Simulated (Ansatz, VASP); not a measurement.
# Hg: VASP beside Ansatz

```
Hg
1.0
     3.48474    0.00000    0.00000
    -1.74237    3.01787    0.00000
     0.00000    0.00000    5.52389
Hg
2
Cartesian
  0.0000 2.0119 1.3810
  1.7424 1.0060 4.1429
```

Change from the starting cell: volume scaled by 1.02.

Alike in both runs: task single point; functional PBE; k mesh 9 × 9 × 5; occupations fermi-dirac, width 0.05 eV; no spin polarisation.

```csv
,VASP,Ansatz
version,VASP 6.6.1,Ansatz 0.2.0
potentials or method,"VASP PAW PBE potentials, release 64 (Hg)",Ansatz PAW
plane-wave cutoff (eV),520,420
valence electrons in the cell,24,40
```

```csv
,VASP,Ansatz,Ansatz less VASP
gap on the k mesh at the Fermi level (eV),none,none,-
pressure (GPa),0.8,0.8,-0.09
largest component of the traceless stress (GPa),0.09,0.08,-0.008
```

A gap of «none» marks a metal or a gap that the smearing closes. The two sets of potentials don't hold the same shells in valence.

Spin-orbit coupling is left out, which matters for the levels of Hg.
